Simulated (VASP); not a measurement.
# From VASP inputs to Ansatz: CaSe (strained zincblende)

INCAR

```
ENCUT = 520
LWAVE = .FALSE.
LCHARG = .FALSE.
NELM = 120
GGA = PE
SIGMA = 0.02
NBANDS = 15
IBRION = -1
ISIF = 2
LREAL = .FALSE.
ISMEAR = -1
EDIFF = 1E-7
PREC = Accurate
NSW = 0
LASPH = .TRUE.
```

KPOINTS

```
KPOINTS created by Atomic Simulation Environment
0
Gamma
6 6 6
0 0 0
```

KPOINTS_OPT

```
special points
7
Reciprocal
0.0000000000 0.0000000000 0.0000000000 1
-0.5000000000 -0.5000000000 0.0000000000 1
-0.3750000000 -0.3750000000 0.2500000000 1
-0.3750000000 0.0000000000 0.3750000000 1
0.0000000000 0.0000000000 0.5000000000 1
-0.5000000000 -0.2500000000 0.2500000000 1
-0.2625000000 0.0000000000 0.2625000000 1
```

POSCAR

```
Ca Se
 1.0000000000000000
     0.0000000000000000    3.4107438220000001    3.4107438220000001
     3.4107438220000001    0.0000000000000000    3.4107438220000001
     3.4107438220000001    3.4107438220000001    0.0000000000000000
 Ca  Se
   1   1
Cartesian
  0.0000000000000000  0.0000000000000000  0.0000000000000000
  1.7053719110000001  1.7053719110000001  1.7053719110000001
```

VASP ran with the recommended PBE PAW datasets (16 valence electrons in the cell).

Q: Write an Ansatz input for this cell and level of theory.

A: 

```yaml
crystal:
  lattice:
    - [0.0, 3.410743822, 3.410743822]
    - [3.410743822, 0.0, 3.410743822]
    - [3.410743822, 3.410743822, 0.0]
  atoms:
    - { symbol: Ca, position: [0.0, 0.0, 0.0] }
    - { symbol: Se, position: [0.25, 0.25, 0.25] }
kpoints:
  mp_grid: { grid: [6, 6, 6] }
  band_path:
    path:
      - [0.0, 0.0, 0.0]
      - [-0.5, -0.5, 0.0]
      - [-0.375, -0.375, 0.25]
      - [-0.375, 0.0, 0.375]
      - [0.0, 0.0, 0.5]
      - [-0.5, -0.25, 0.25]
      - [-0.2625, 0.0, 0.2625]
    npoints: 1
hamiltonian:
  xc: pbe
scf:
  occupations: { method: fermi_dirac, width: 0.02 }
  n_extra_bands: 4
output:
  forces: true
  stress: true
  eigenvalues: true
```

Other inputs would serve too.

|  | VASP | Ansatz |
| --- | --- | --- |
| gap between bands v and c | 2.85 eV | 2.85 eV |
| least direct gap | 2.91 eV | 2.91 eV |
| pressure | -2.7 GPa | -2.8 GPa |

The two codes use different PAW datasets and cutoffs. VASP's cell holds 16 valence electrons and Ansatz's 26. Ansatz's stress includes a Pulay correction; VASP's doesn't.
